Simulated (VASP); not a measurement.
These are PBE GGA, VASP's PBE PAW potentials (set 64) (plane waves; VASP) values and carry that method's errors.

Input for VASP

**POSCAR**
```
InN
1
    0.0000000000     2.5261292114     2.5261292114
    2.5261292114     0.0000000000     2.5261292114
    2.5261292114     2.5261292114     0.0000000000
In N
1 1
Direct
  0.0000000000   0.0000000000   0.0000000000
  0.7500000000   0.7500000000   0.7500000000
```

### INCAR
```
ALGO=Fast
EDIFF=1E-5
EDIFFG=-0.03
ENCUT=450
GGA=PE
IBRION=2
ISIF=2
ISMEAR=0
LASPH=.TRUE.
LCHARG=.FALSE.
LMAXMIX=4
LREAL=.FALSE.
LWAVE=.FALSE.
NELM=100
NELMIN=4
NSW=20
PREC=Normal
SIGMA=0.05
SYSTEM=InN
```

**KPOINTS**
```
K-points
0
G
  10 10 10
```

POTCAR, in this order: In_d N (PBE.64 set). Program: vasp_std.

The run wrote:

File OSZICAR:
```
       N       E                     dE             d eps       ncg     rms          rms(c)
DAV:   1     0.121067981950E+03    0.12107E+03   -0.85118E+03  1260   0.164E+03
DAV:   2    -0.275574454208E+01   -0.12382E+03   -0.11811E+03  1337   0.363E+02
DAV:   3    -0.126556453460E+02   -0.98999E+01   -0.97642E+01  1462   0.105E+02
DAV:   4    -0.129053765027E+02   -0.24973E+00   -0.24949E+00  1415   0.181E+01
DAV:   5    -0.129147540850E+02   -0.93776E-02   -0.93762E-02  1593   0.323E+00    0.968E+00
RMM:   6    -0.107417175807E+02    0.21730E+01   -0.50674E+00  1339   0.178E+01    0.369E+00
RMM:   7    -0.106993305946E+02    0.42387E-01   -0.45370E-01  1273   0.920E+00    0.224E+00
RMM:   8    -0.106907204601E+02    0.86101E-02   -0.11311E-01  1253   0.286E+00    0.374E-01
RMM:   9    -0.106886566486E+02    0.20638E-02   -0.22371E-02  1443   0.172E+00    0.223E-01
RMM:  10    -0.106892998207E+02   -0.64317E-03   -0.71931E-03  1401   0.776E-01    0.132E-01
RMM:  11    -0.106891869245E+02    0.11290E-03   -0.16484E-03  1323   0.558E-01    0.554E-02
RMM:  12    -0.106891907609E+02   -0.38364E-05   -0.75234E-04  1528   0.281E-01    0.700E-02
RMM:  13    -0.106891981027E+02   -0.73418E-05   -0.11020E-04  1181   0.101E-01    0.136E-01
RMM:  14    -0.106891914886E+02    0.66141E-05   -0.32091E-05  1025   0.725E-02
   1 F= -.10689191E+02 E0= -.10689149E+02  d E =-.106892E+02
```

### OUTCAR
```
------------------------ aborting loop because EDIFF is reached ----------------------------------------
  FORCE on cell =-STRESS in cart. coord.  units (eV):
  Direction    XX          YY          ZZ          XY          YZ          ZX
  --------------------------------------------------------------------------------------
  Total       -0.0942901     -0.0942901     -0.0942901      0.0000000      0.0000000     -0.0000000
  in kB       -4.6857595     -4.6857595     -4.6857595      0.0000000      0.0000000     -0.0000000
  external PRESSURE =      -4.6857595 kB  Pullay stress =       0.0000000 kB
  volume of cell :       32.24
      direct lattice vectors                 reciprocal lattice vectors
     0.000000000  2.526129211  2.526129211    -0.197931285  0.197931285  0.197931285
     2.526129211  0.000000000  2.526129211     0.197931285 -0.197931285  0.197931285
     2.526129211  2.526129211  0.000000000     0.197931285  0.197931285 -0.197931285
 POSITION                                       TOTAL-FORCE (eV/Angst)
 -----------------------------------------------------------------------------------
      0.00000      0.00000      0.00000         0.000000      0.000000      0.000000
      3.78919      3.78919      3.78919        -0.000000     -0.000000     -0.000000
 -----------------------------------------------------------------------------------
    total drift:                                0.000000      0.000000      0.000002
  FREE ENERGIE OF THE ION-ELECTRON SYSTEM (eV)
  ---------------------------------------------------
  free  energy   TOTEN  =       -10.6891914886 eV

  energy  without entropy=      -10.6891065439  energy(sigma->0) =      -10.68914902

 reached required accuracy - stopping structural energy minimisation
```
(Selected blocks of OUTCAR.)

At this cut-off the stress carries a Pulay error, which pulls relaxed volumes low.

The compound is InN in the zinc blende structure, a metastable form; wurtzite is the usual one. It was relaxed first.
